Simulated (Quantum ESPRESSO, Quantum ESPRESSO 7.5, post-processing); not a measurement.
# PtAl2(111), 3 trilayers against a metal electrode: a series in the charge of the slab

What law, if any, do the results for PtAl2(111), 3 trilayers against a metal electrode follow against the charge of the slab?

Calculated with Quantum ESPRESSO 7.5; plane-wave DFT, PBE, GBRV ultrasoft pseudopotentials.

This is a report of a sequence of runs, with most program output left out.

The structure was built from a prototype and need not be the compound's stable phase.

**1. Set-up**

Symmetry: Fm-3m, No. 225, cubic system. The conventional cell has a = 5.950 Å, b = 5.950 Å, c = 5.950 Å, α = 90.00°, β = 90.00°, γ = 90.00°. Pt has 8 Al at 2.58 Å nearest. Nearest to Al lie 4 Pt at 2.58 Å. Farther neighbours are not listed.

Coordinates:

```cif
data_structure
_symmetry_space_group_name_H-M 'Fm-3m'
_symmetry_Int_Tables_number 225
_cell_length_a 5.9500
_cell_length_b 5.9500
_cell_length_c 5.9500
_cell_angle_alpha 90.000
_cell_angle_beta 90.000
_cell_angle_gamma 90.000
_cell_volume 210.64
loop_
_atom_site_label
_atom_site_type_symbol
_atom_site_symmetry_multiplicity
_atom_site_Wyckoff_symbol
_atom_site_fract_x
_atom_site_fract_y
_atom_site_fract_z
_atom_site_occupancy
Pt1 Pt 4 a 0.00000 0.00000 0.00000 1
Al1 Al 8 c 0.25000 0.25000 0.25000 1
```

Set-up: The slab is relaxed neutral, then held. ESM with bc3: vacuum below and a metal electrode about 6 Å above the top atoms. Cold smearing of 0.02 Ry. Charges are set per cell from the starting area. The slabs take the lattice constants of the bulk relaxed by the same program.

Members 2, 3, 4.5, 6, 7 and 8 took the same steps and show in the table alone.

**2. Variable-cell relaxation of the reference**

The bulk crystal is relaxed in cell and atoms; the members are built on its lattice constants.

ref.vc.in

```
&control
  prefix = 'ref.vc'
  outdir = './out'
  pseudo_dir = './pseudo'
  nstep = 40
  forc_conv_thr = 0.0003
  calculation = 'vc-relax'
/
&system
  ibrav = 0
  nat = 9
  ntyp = 2
  ecutwfc = 50
  ecutrho = 250
  occupations = 'smearing'
  smearing = 'mv'
  degauss = 0.02
/
&electrons
  conv_thr = 1e-09
  mixing_beta = 0.4
  electron_maxstep = 120
/
&ions
/
&cell
  press_conv_thr = 0.3
/
ATOMIC_SPECIES
  Pt  195.0840  pt_pbe_v1.4.uspp.F.UPF
  Al  26.9815  al_pbe_v1.uspp.F.UPF
CELL_PARAMETERS angstrom
  4.20728534805996 0.00000000000000 0.00000000000000
  -2.10364267402998 3.64361599238998 0.00000000000000
  0.00000000000000 0.00000000000000 10.30570230503482
ATOMIC_POSITIONS crystal
  Pt  0.000000000000 0.000000000000 0.000000000000
  Al  0.333333333333 0.666666666667 0.083333333333
  Al  0.666666666667 0.333333333333 0.916666666667
  Pt  0.333333333333 0.666666666667 0.333333333333
  Al  0.666666666667 0.333333333333 0.416666666667
  Al  0.000000000000 0.000000000000 0.250000000000
  Pt  0.666666666667 0.333333333333 0.666666666667
  Al  0.000000000000 0.000000000000 0.750000000000
  Al  0.333333333333 0.666666666667 0.583333333333
K_POINTS automatic
  11 11 4 0 0 0
```

On the command line:

```
OMP_NUM_THREADS=1 mpirun -n 4 pw.x -nk 4 -in ref.vc.in > ref.vc.out
```

It took 3.9 min on 4 MPI ranks of Intel Xeon Platinum 8488C (Sapphire Rapids), shared host; peak memory 0.76 GiB; 15 min of CPU time.

Little changed from the start: no atom moved by 0.005 Å and no cell edge by 0.1 %.

 The last row is no step: it is a fresh SCF in the final cell with a new plane-wave basis, +0 meV from the row before.

Read from the output:

| Quantity | Value |
| --- | --- |
| free energy | -9155.4739 eV |
| Fermi energy | 10.86 eV |

**3. Relaxation with pw.x of the reference**

What the set-up leaves free in this member is relaxed.

System of this step: PtAl2(111), 3 trilayers. The cell holds 9 atoms: 6 Al and 3 Pt. Cell: a = 4.203 Å, b = 4.203 Å, c = 23.570 Å, α = 90.0°, β = 90.0°, γ = 120.0°. It derives from PtAl2. Vacuum lies along c.

ref.relax.in

```
&control
  prefix = 'ref.relax'
  outdir = './out'
  pseudo_dir = './pseudo'
  nstep = 40
  forc_conv_thr = 0.001
  calculation = 'relax'
/
&system
  ibrav = 0
  nat = 9
  ntyp = 2
  ecutwfc = 40
  ecutrho = 200
  occupations = 'smearing'
  smearing = 'mv'
  degauss = 0.02
/
&electrons
  conv_thr = 1e-08
  mixing_beta = 0.4
  electron_maxstep = 120
  mixing_mode = 'local-TF'
/
&ions
/
ATOMIC_SPECIES
  Al  26.9815  al_pbe_v1.uspp.F.UPF
  Pt  195.0840  pt_pbe_v1.4.uspp.F.UPF
CELL_PARAMETERS angstrom
  4.20340621600000 0.00000000000000 0.00000000000000
  -2.10170310800000 3.64025656512035 0.00000000000000
  0.00000000000000 0.00000000000000 23.56952769262782
ATOMIC_POSITIONS crystal
  Al  0.666666666700 0.333333333300 0.317957134680
  Pt  0.000000000000 0.000000000000 0.354365707744
  Al  0.333333333300 0.666666666700 0.390774280808
  Al  0.000000000000 0.000000000000 0.463591426936
  Pt  0.333333333300 0.666666666700 0.500000000000
  Al  0.666666666700 0.333333333300 0.536408573064
  Al  0.333333333300 0.666666666700 0.609225719192
  Pt  0.666666666700 0.333333333300 0.645634292256
  Al  0.000000000000 0.000000000000 0.682042865320
K_POINTS automatic
  6 6 1 0 0 0
```

On the command line:

```
OMP_NUM_THREADS=1 mpirun -n 4 pw.x -nk 2 -in ref.relax.in > ref.relax.out
```

The job ended after 4.9 min (4 MPI ranks; peak memory 0.81 GiB).

The steps of the relaxation:

```csv
step,energy less that of the first step (eV),largest force (eV/Å)
1,0.0000,0.7316
2,-0.0250,0.6841
3,-0.0497,0.6308
4,-0.0813,0.5492
5,-0.1184,0.4222
6,-0.1529,0.2296
7,-0.1672,0.3064
8,-0.1727,0.2951
9,-0.1812,0.2363
10,-0.1927,0.1588
11,-0.1963,0.1920
12,-0.1992,0.1683
13,-0.2019,0.0896
14,-0.2029,0.0287
15,-0.2031,0.0141
```

The atoms that moved most (Å):

| atom | dx | dy | dz | length |
| --- | --- | --- | --- | --- |
| Al1 | 0.000 | 0.000 | 0.285 | 0.285 |
| Al9 | 0.000 | 0.000 | -0.285 | 0.285 |
| Pt8 | 0.000 | 0.000 | -0.044 | 0.044 |
| Pt2 | 0.000 | 0.000 | 0.044 | 0.044 |
| Al7 | 0.000 | 0.000 | -0.021 | 0.021 |
| Al3 | 0.000 | 0.000 | 0.021 | 0.021 |
| Al6 | 0.000 | 0.000 | -0.018 | 0.018 |
| Al4 | 0.000 | 0.000 | 0.018 | 0.018 |

The relaxation lowers the energy by 23 meV an atom.

This step gave:

```
free energy  : -9153.2752 eV
Fermi energy : 2.495 eV
```

**4. SCF with pw.x, 0 ×10¹³ e/cm²**

A run under open boundaries on these atoms gives the vacuum levels.

m2.esm.in

```
&control
  prefix = 'm2.esm'
  outdir = './out'
  pseudo_dir = './pseudo'
  calculation = 'scf'
  tprnfor = .true.
/
&system
  ibrav = 0
  nat = 9
  ntyp = 2
  ecutwfc = 40
  ecutrho = 200
  occupations = 'smearing'
  smearing = 'mv'
  degauss = 0.02
  assume_isolated = 'esm'
  esm_bc = 'bc3'
  tot_charge = 0.0
/
&electrons
  conv_thr = 1e-08
  mixing_beta = 0.25
  electron_maxstep = 160
  mixing_mode = 'local-TF'
  mixing_ndim = 12
/
ATOMIC_SPECIES
  Al  26.9815  al_pbe_v1.uspp.F.UPF
  Pt  195.0840  pt_pbe_v1.4.uspp.F.UPF
CELL_PARAMETERS angstrom
  4.20340621600000 0.00000000000000 0.00000000000000
  -2.10170310800000 3.64025656512035 0.00000000000000
  0.00000000000000 0.00000000000000 23.56952769262782
ATOMIC_POSITIONS crystal
  Al  0.666666666700 0.333333333300 -0.106314542101
  Pt  0.000000000000 0.000000000000 -0.080106975501
  Al  0.333333333300 0.666666666700 -0.044692849401
  Al  0.000000000000 0.000000000000 0.027984878399
  Pt  0.333333333300 0.666666666700 0.063641495899
  Al  0.666666666700 0.333333333300 0.099298113399
  Al  0.333333333300 0.666666666700 0.171975841199
  Pt  0.666666666700 0.333333333300 0.207389967299
  Al  0.000000000000 0.000000000000 0.233597533899
K_POINTS automatic
  6 6 1 0 0 0
```

On the command line:

```
OMP_NUM_THREADS=1 mpirun -n 4 pw.x -nk 2 -in m2.esm.in > m2.esm.out
```

Elapsed: 83 s, on 4 MPI ranks; peak memory 0.82 GiB.

Read from the output:

```
Fermi energy                                                   : -4.131 eV
vacuum line at the lower end of the cell, over the Fermi level : 4.131 eV
slope of the potential above                                   : 6.39e-5 eV/Å
vacuum line at the upper end of the cell, over the Fermi level : 4.131 eV
```

Electrostatic potential energy of an electron; zero at the Fermi level. Table of potential energy, planar mean by z:

z (Å), potential energy, planar mean (eV) and a bar from the least value:
```
      -11        4.1 ##############################
      -10        4.1 ##############################
       -9        4.1 ##############################
       -8        4.1 ##############################
       -7        4.1 ##############################
       -6        4.1 ##############################
       -5        4.1 ##############################
       -4        3.5 #############################
       -3       -2.6 ####################
       -2      -15.3 
       -1       -7.2 #############
        0       -1.6 #####################
        1      -11.3 ######
        2      -11.2 ######
        3       -1.7 #####################
        4       -7.1 #############
        5      -15.3 
        6       -2.5 ####################
        7        3.5 #############################
        8        4.1 ##############################
        9        4.1 ##############################
       10        4.1 ##############################
       11        4.1 ##############################
```

Inside the slab this potential holds the local part of the pseudopotentials, which can be repulsive at the nuclei; only its value in the vacuum has a meaning of its own.

**5. Self-consistent run, 1 ×10¹³ e/cm²**

m3.esm.in, as its differences from the input of step 4:

```diff
@@ -1,3 +1,3 @@
 &control
-  prefix = 'm2.esm'
+  prefix = 'm3.esm'
   outdir = './out'
@@ -18,3 +18,3 @@
   esm_bc = 'bc3'
-  tot_charge = 0.0
+  tot_charge = 0.01533
 /
@@ -26,2 +26,3 @@
   mixing_ndim = 12
+  startingpot = 'file'
 /
```

On the command line:

```
cp -r out/m2.esm.save out/m3.esm.save
OMP_NUM_THREADS=1 mpirun -n 4 pw.x -nk 2 -in m3.esm.in > m3.esm.out
```

It took 54 s on 4 MPI ranks; peak memory 0.82 GiB.

This step gave:

```
Fermi energy                                                   : -5.007 eV
vacuum line at the lower end of the cell, over the Fermi level : 4.140 eV
slope of the potential above                                   : 0.1799 eV/Å
vacuum line at the upper end of the cell, over the Fermi level : 5.006 eV
```

Inside the slab this potential holds the local part of the pseudopotentials, which can be repulsive at the nuclei; only its value in the vacuum has a meaning of its own.

**6. Ground state, -1.5 ×10¹³ e/cm²**

m1.esm.in, as its differences from the input of step 5:

```diff
@@ -1,3 +1,3 @@
 &control
-  prefix = 'm3.esm'
+  prefix = 'm1.esm'
   outdir = './out'
@@ -18,3 +18,3 @@
   esm_bc = 'bc3'
-  tot_charge = 0.01533
+  tot_charge = -0.02299
 /
```

On the command line:

```
cp -r out/m2.esm.save out/m1.esm.save
OMP_NUM_THREADS=1 mpirun -n 4 pw.x -nk 2 -in m1.esm.in > m1.esm.out
```

Wall time 67 s (4 MPI ranks); peak memory 0.82 GiB; 4.5 min of CPU time.

This step gave:

| Quantity | Value |
| --- | --- |
| Fermi energy | -2.836 eV |
| vacuum line at the lower end of the cell, over the Fermi level | 4.125 eV |
| slope of the potential above | -0.2696 eV/Å |
| vacuum line at the upper end of the cell, over the Fermi level | 2.837 eV |

Inside the slab this potential holds the local part of the pseudopotentials, which can be repulsive at the nuclei; only its value in the vacuum has a meaning of its own.

**7. Self-consistent run, -3 ×10¹³ e/cm²**

m0.esm.in, as its differences from the input of step 6:

```diff
@@ -1,3 +1,3 @@
 &control
-  prefix = 'm1.esm'
+  prefix = 'm0.esm'
   outdir = './out'
@@ -18,3 +18,3 @@
   esm_bc = 'bc3'
-  tot_charge = -0.02299
+  tot_charge = -0.04599
 /
```

On the command line:

```
cp -r out/m1.esm.save out/m0.esm.save
OMP_NUM_THREADS=1 mpirun -n 4 pw.x -nk 2 -in m0.esm.in > m0.esm.out
```

The job ended after 52 s (4 MPI ranks; peak memory 0.82 GiB; 3.5 min of CPU time).

Numbers from this step:

```
Fermi energy                                                   : -1.567 eV
vacuum line at the lower end of the cell, over the Fermi level : 4.116 eV
slope of the potential above                                   : -0.5392 eV/Å
vacuum line at the upper end of the cell, over the Fermi level : 1.569 eV
```

Inside the slab this potential holds the local part of the pseudopotentials, which can be repulsive at the nuclei; only its value in the vacuum has a meaning of its own.

**8. The series side by side**

The series in one table:

| the charge of the slab (positive: electrons removed) | electrode's level over the Fermi level (eV) | far face's level over the Fermi level (eV) | field in the gap (eV/Å) |
| --- | --- | --- | --- |
| -3 ×10¹³ e/cm² | 1.569 | 4.116 | -0.5392 |
| -1.5 ×10¹³ e/cm² | 2.837 | 4.125 | -0.2696 |
| 0 ×10¹³ e/cm² | 4.131 | 4.131 | 6.391e-05 |
| 1 ×10¹³ e/cm² | 5.006 | 4.14 | 0.1799 |
| 2 ×10¹³ e/cm² | 5.89 | 4.144 | 0.3597 |
| 3 ×10¹³ e/cm² | 6.78 | 4.15 | 0.5395 |
| 4.5 ×10¹³ e/cm² | 8.129 | 4.163 | 0.8092 |
| 6 ×10¹³ e/cm² | 9.491 | 4.175 | 1.079 |
| 7 ×10¹³ e/cm² | 10.41 | 4.182 | 1.259 |
| 8 ×10¹³ e/cm² | 11.33 | 4.189 | 1.439 |

**9. Worked from the printed numbers**

Last interval: C = Δσ/ΔV = 0.00100 e/Å² / 0.920 V × 1602 = 1.75 µF/cm².

**10. What came out**

- mean capacitance at positive charge: 1.79 μF/cm²
- effective gap ε₀/C: 4.96 Å
- top atoms to electrode: 6.28 Å

The series holds 10 members; mean capacitance at positive charge: 1.79 μF/cm²; effective gap ε₀/C: 4.96 Å; top atoms to electrode: 6.28 Å (PBE, GBRV ultrasoft). Interval by interval C lies between 1.75 and 1.90 µF/cm². The far face's level moves by 0.07 eV over the series: the slab screens like a metal, and averaged over the positive charges the image plane lies 1.32 Å above the top atoms. Vacuum fills the gap; ions don't answer the charge; added electrons can spill towards the electrode at the most negative charges.

[Logs are printed without paths, hosts, clocks, repeated set-up lines and the standing remarks that a program may print on its own settings, such as how far it seeks lower states.]

[Hosts, paths, dates, database ids (printed as entryN), source tags and the programs' standing remarks are cut or masked in the printed files.]

[Maps of the electrostatic potential energy from Ansatz leave out the sawtooth potential of an applied field or a dipole correction, so their vacuum need not be flat; planar profiles and work functions include it.]
